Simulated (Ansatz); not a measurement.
A relaxation computed with Ansatz, from input to last step.

```yaml
crystal:
  lattice:
    - [4.5244283095, 0.0, 0.0]
    - [0.0, 4.5244283095, 0.0]
    - [0.0, 0.0, 2.9880172233]
  atoms:
    - { symbol: Mg, position: [0.0, 0.0, 0.0] }
    - { symbol: Mg, position: [0.5, 0.5, 0.5] }
    - { symbol: F, position: [0.3024310641, 0.3024310641, 0.0] }
    - { symbol: F, position: [0.1975689359, 0.8024310641, 0.5] }
    - { symbol: F, position: [0.6975689359, 0.6975689359, 0.0] }
    - { symbol: F, position: [0.8024310641, 0.1975689359, 0.5] }
basis:
  ecutwfc: 500
kpoints:
  mp_grid: { grid: [6, 6, 8] }
hamiltonian:
  xc: r2scan
scf:
  occupations: { method: gaussian, width: 0.02 }
output:
  forces: true
  stress: true
  eigenvalues: true
relax:
  adjacent_minimum: "off"
  f_tol: 0.01
  max_steps: 30
  cell: { stress_tol: 0.1, fix: [volume] }
```

```bash
ansatz run input.yaml --threads 2 --pin off --max-ram 5120MiB --backend cpu --events-out ev --progress --plain --runs-dir out
```

All numbers below come from DFT r2SCAN, scalar-relativistic, plane waves, PAW (Ansatz 0.2.0).

The volume is held at 0.94 times that of the relaxed cell.

Of 4 frames 3 are shown, positions in Å and forces in eV/Å; the SCF threshold varies from step to step. Steps run on the plane waves of an earlier cell, with a Pulay correction in the pressure. The basis is chosen afresh for the last frame, the zero of the energies, and at times for earlier ones too; energy and pressure step there, also at an unchanged geometry.

```xyz
6
Lattice="4.5244 0.0000 0.0000 0.0000 4.5244 0.0000 0.0000 0.0000 2.9880" Properties=species:S:1:pos:R:3:forces:R:3 pbc="T T T" step=1 free_energy_over_end_meV_per_atom=0.07 pressure_GPa=7.50
Mg    0.0000    0.0000    0.0000    0.0000    0.0000    0.0000
Mg    2.2622    2.2622    1.4940    0.0000    0.0000    0.0000
F     1.3683    1.3683    0.0000   -0.0333   -0.0333    0.0000
F     0.8939    3.6305    1.4940    0.0333   -0.0333    0.0000
F     3.1561    3.1561    0.0000    0.0333    0.0333    0.0000
F     3.6305    0.8939    1.4940   -0.0333    0.0333    0.0000
6
Lattice="4.5237 0.0000 0.0000 0.0000 4.5237 0.0000 0.0000 0.0000 2.9890" Properties=species:S:1:pos:R:3:forces:R:3 pbc="T T T" step=2 free_energy_over_end_meV_per_atom=0.04 pressure_GPa=7.48
Mg    0.0000    0.0000    0.0000    0.0000    0.0000    0.0000
Mg    2.2619    2.2619    1.4945    0.0000    0.0000    0.0000
F     1.3676    1.3676    0.0000   -0.0251   -0.0251    0.0000
F     0.8942    3.6295    1.4945    0.0251   -0.0251    0.0000
F     3.1561    3.1561    0.0000    0.0251    0.0251    0.0000
F     3.6295    0.8942    1.4945   -0.0251    0.0251    0.0000
6
Lattice="4.5210 0.0000 0.0000 0.0000 4.5210 0.0000 0.0000 0.0000 2.9926" Properties=species:S:1:pos:R:3:forces:R:3 pbc="T T T" step=4 free_energy_over_end_meV_per_atom=0.00 pressure_GPa=7.43
Mg    0.0000    0.0000    0.0000    0.0000    0.0000    0.0000
Mg    2.2605    2.2605    1.4963    0.0000    0.0000    0.0000
F     1.3654    1.3654    0.0000    0.0007    0.0007    0.0000
F     0.8951    3.6259    1.4963   -0.0007    0.0007    0.0000
F     3.1556    3.1556    0.0000   -0.0007   -0.0007    0.0000
F     3.6259    0.8951    1.4963    0.0007   -0.0007    0.0000
```

The run took 23 s on 2 threads of Arm Neoverse V1 (shared host), peak memory 0.52 GiB.